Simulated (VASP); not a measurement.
# In (Im-3m) in VASP: further runs, part 2 of 2

VASP 6.6.1. Earlier steps stand in the parts before.

### 3 Relaxation of cell and atoms, r2SCAN

This run uses another cell than the first one, of 21.44 Å³/atom, 0.808 times its volume.

The input, POSCAR:

```
In
1.0
   -1.7501550000      1.7501550000      1.7501550000
    1.7501550000     -1.7501550000      1.7501550000
    1.7501550000      1.7501550000     -1.7501550000
In
1
Direct
    0.0000000000      0.0000000000      0.0000000000
```

The input, INCAR.step1:

```
SYSTEM = In
PREC = Accurate
ENCUT = 600
ISMEAR = -1
SIGMA = 0.05
LREAL = .False.
LASPH = .True.
NELM = 60
GGA = PE
ALGO = Normal
EDIFF = 1E-4
LWAVE = .True.
LCHARG = .False.
```

The input, INCAR.step2:

```
SYSTEM = In
PREC = Accurate
ENCUT = 600
EDIFF = 1E-7
ISMEAR = -1
SIGMA = 0.05
LREAL = .False.
LASPH = .True.
NELM = 60
ALGO = Normal
ISIF = 3
LWAVE = .False.
LCHARG = .False.
METAGGA = R2SCAN
LMIXTAU = .True.
IBRION = 2
NSW = 100
EDIFFG = -0.01
ISTART = 1
```

The input, KPOINTS:

```
Automatic mesh
0
Gamma
  10 10 10
  0 0 0
```

Potentials or basis: VASP PAW PBE potentials, release 64 (In_d).

Run with:

```sh
$ cat potpaw_PBE.64/In_d/POTCAR > POTCAR
$ cp INCAR.step1 INCAR
$ mpirun -np 1 vasp_std > vasp.out
$ cp INCAR.step2 INCAR
$ mpirun -np 1 vasp_std > vasp.out
```

OUTCAR:

```text
SYSTEM = In
   PREC = Accurate
   ENCUT = 600
   EDIFF = 1E-7
   ISMEAR = -1
   LREAL = .False.
   LASPH = .True.
   NELM = 60
   ISIF = 3
   METAGGA = R2SCAN
   IBRION = 2
   NSW = 100
   EDIFFG = -0.01
   ISTART = 1

 ion  position               nearest neighbor table
   1  0.000  0.000  0.000-

  LATTYP: Found a body centered cubic cell.
 ALAT       =     3.5003100000

  Lattice vectors:

 A1 = (  -1.7501550000,   1.7501550000,   1.7501550000)
 A2 = (   1.7501550000,  -1.7501550000,   1.7501550000)
 A3 = (   1.7501550000,   1.7501550000,  -1.7501550000)

Analysis of symmetry for initial positions (statically):
=====================================================================
 Subroutine PRICEL returns:
 Original cell was already a primitive cell.

 Routine SETGRP: Setting up the symmetry group for a
 body centered cubic supercell.

 Subroutine GETGRP returns: Found 48 space group operations
 (whereof 48 operations were pure point group operations)
 out of a pool of 48 trial point group operations.

The static configuration has the point symmetry O_h .

Analysis of symmetry for dynamics (positions and initial velocities):
=====================================================================
 Subroutine PRICEL returns:
 Original cell was already a primitive cell.

 Routine SETGRP: Setting up the symmetry group for a
 body centered cubic supercell.

 Subroutine GETGRP returns: Found 48 space group operations
 (whereof 48 operations were pure point group operations)
 out of a pool of 48 trial point group operations.

The dynamic configuration has the point symmetry O_h .

 Subroutine INISYM returns: Found 48 space group operations
 (whereof 48 operations are pure point group operations),
 and found     1 'primitive' translations

----------------------------------------------------------------------------------------

                                     Primitive cell

  volume of cell :      21.4432

  direct lattice vectors                    reciprocal lattice vectors
    -1.750155000  1.750155000  1.750155000     0.000000000  0.285688982  0.285688982
     1.750155000 -1.750155000  1.750155000     0.285688982  0.000000000  0.285688982
     1.750155000  1.750155000 -1.750155000     0.285688982  0.285688982  0.000000000

[... 94 lines left out ...]
   EMIN   =  10.00;   EMAX   =-10.00  energy-range for DOS
   EFERMI =   0.00;   METHOD = LEGACY
   ISMEAR =    -1;   SIGMA  =   0.05  broadening in eV -4-tet -1-fermi 0-gaus
   EFERMI_NEDOS =   21; number of points for ismear=-14 and -15
   IALGO  =     38    algorithm
   IMIX   =      4    mixing-type and parameters
     AMIX     =   0.40;   BMIX     =  1.00
     AMIX_MAG =   1.60;   BMIX_MAG =  1.00
  volume/ion in A,a.u.               =      21.44       144.71
  Fermi-wavevector in a.u.,A,eV,Ry     =   1.385562  2.618333 26.120238  1.919783
  Thomas-Fermi vector in A             =   2.509961
   LORBIT       =      0    0 simple, 1 ext, 2 COOP (PROOUT), +10 PAW based schemes
   METAGGA = R2SCAN    functional components
   LHFCALC =     F    Hartree Fock is set to
   AEXX    =    0.0000 exact exchange contribution
   IVDW    =     0    specifies the selected vdW correction
   LEPSILON=     F    determine dielectric tensor
   LRPA    =     F    only Hartree local field effects (RPA)
 conjugate gradient relaxation of ions
 non-spin polarized calculation
  energy-cutoff  :      600.00
  volume of cell :       21.44
 maximum number of plane-waves:       728
   NGX = 13   NGY = 13   NGZ = 13

--------------------------------------- Ionic step        1  -------------------------------------------

 number of electron      12.9999996 magnetization

 Free energy of the ion-electron system (eV)
  ---------------------------------------------------
  ext. energy  EPLUGINS =         0.00000000
  ---------------------------------------------------
  free energy    TOTEN  =       -22.36035118 eV

  energy without entropy =      -22.35837948  energy(sigma->0) =      -22.35936533

 E-fermi :  10.0331     XC(G=0): -12.2116

 val. band max:        9.7945567685   @ k =   0.3000   0.2000  -0.0000
 cond. band min:      10.0778900944   @ k =  -0.4000   0.4000   0.2000
 fundamental gap:      0.2833333259
 Fermi energy:        10.0330549813

 k-point     1 :       0.0000    0.0000    0.0000
  band No.  band energies     occupation
      1      -5.6092      2.00000
      2      -5.6092      2.00000
      3      -5.6092      2.00000
      4      -5.1285      2.00000
      5      -5.1285      2.00000
      6      -1.6174      2.00000
      7      24.2973      0.00000
      8      24.2974      0.00000
      9      24.3091      0.00000
     10      24.3539      0.00000
[... 403 lines left out ...]
--------------------------------------- Ionic step        4  -------------------------------------------

 number of electron      13.0000003 magnetization

 Free energy of the ion-electron system (eV)
  ---------------------------------------------------
  ext. energy  EPLUGINS =         0.00000000
  ---------------------------------------------------
  free energy    TOTEN  =       -22.55635033 eV

  energy without entropy =      -22.55111229  energy(sigma->0) =      -22.55373131

 E-fermi :   7.2365     XC(G=0): -10.9922

 val. band max:        7.2187109784   @ k =   0.3000   0.3000   0.0000
 cond. band min:       7.2640424177   @ k =   0.2000   0.2000   0.2000
 fundamental gap:      0.0453314394
 Fermi energy:         7.2364889977

 k-point     1 :       0.0000    0.0000    0.0000
  band No.  band energies     occupation
      1      -7.9673      2.00000
      2      -7.9673      2.00000
      3      -7.9673      2.00000
      4      -7.6824      2.00000
      5      -7.6824      2.00000
      6      -2.6106      2.00000
      7      18.8605      0.00000
      8      18.8605      0.00000
      9      18.8605      0.00000
     10      21.0251      0.00000
[... 327 lines left out ...]
  FREE ENERGIE OF THE ION-ELECTRON SYSTEM (eV)
  ---------------------------------------------------
  free  energy   TOTEN  =       -22.5563503265 eV

  energy  without entropy=      -22.5511122925  energy(sigma->0) =      -22.55373131

 reached required accuracy - stopping structural energy minimisation
```

OUTCAR.step1:

```text
SYSTEM = In
   PREC = Accurate
   ENCUT = 600
   ISMEAR = -1
   LREAL = .False.
   LASPH = .True.
[... 529 lines left out ...]
 -----------------------------------------------------------------------------------
      0.00000      0.00000      0.00000         0.000000      0.000000      0.000000
 -----------------------------------------------------------------------------------
    total drift:                                0.000000      0.000000     -0.000000

  FREE ENERGIE OF THE ION-ELECTRON SYSTEM (eV)
  ---------------------------------------------------
  free  energy   TOTEN  =        -2.2955415559 eV

  energy  without entropy=       -2.2934740053  energy(sigma->0) =       -2.29450778
```

It took 65 s on 1 thread of Intel Xeon 6975P-C (Granite Rapids), shared host; peak memory 0.15 GiB.

Results:

- Free energy: -22.5564 eV
- Relaxed volume: 26.60 Å³/atom
- Relaxed cell: a = 3.257 Å, b = 3.257 Å, c = 3.257 Å, α = 109.47°, β = 109.47°, γ = 109.47°
- Space group after relaxing (to 0.05 Å): Im-3m (No. 229)
- Energy gained by relaxing: 196.0 meV/atom
- Ionic steps: 4
- Pressure after relaxing: 0.0 GPa
- Band gap on the k mesh: none (metal or under the smearing width)

The path:
```tsv
step	energy change (eV)	largest force (eV/Å)	pressure (GPa)	volume (Å³)
1	0.0000	0.0000	15.48	21.44
2	-0.1812	0.0000	-2.27	28.54
3	-0.1959	0.0000	0.19	26.46
4	-0.1960	0.0000	-0.02	26.60
```

Final structure:
```
In
1.0
    -1.88054    1.88054    1.88054
     1.88054   -1.88054    1.88054
     1.88054    1.88054   -1.88054
In
1
Direct
  0.00000 0.00000 0.00000
```

Levels at points of the mesh, in eV from the Fermi level:
| k point | band 3 | band 4 | band 5 | band 6 | band 7 | band 8 | band 9 | band 10 |
| --- | --- | --- | --- | --- | --- | --- | --- | --- |
| (0.00, 0.00, 0.00) | -15.20 | -14.92 | -14.92 | -9.85 | 11.62 | 11.62 | 11.62 | 13.79 |
| (0.50, 0.00, 0.00) | -14.94 | -14.92 | -14.75 | -3.98 | -3.27 | 6.19 | 7.81 | 10.49 |
| (0.50, 0.50, 0.50) | -14.79 | -14.79 | -14.79 | 1.27 | 1.33 | 1.33 | 1.33 | 5.60 |

Caveat: the volume moved by over 15 % at a fixed basis, so the end points are rough; the PAW data sets were made with another functional, which shifts forces and pressure a little.
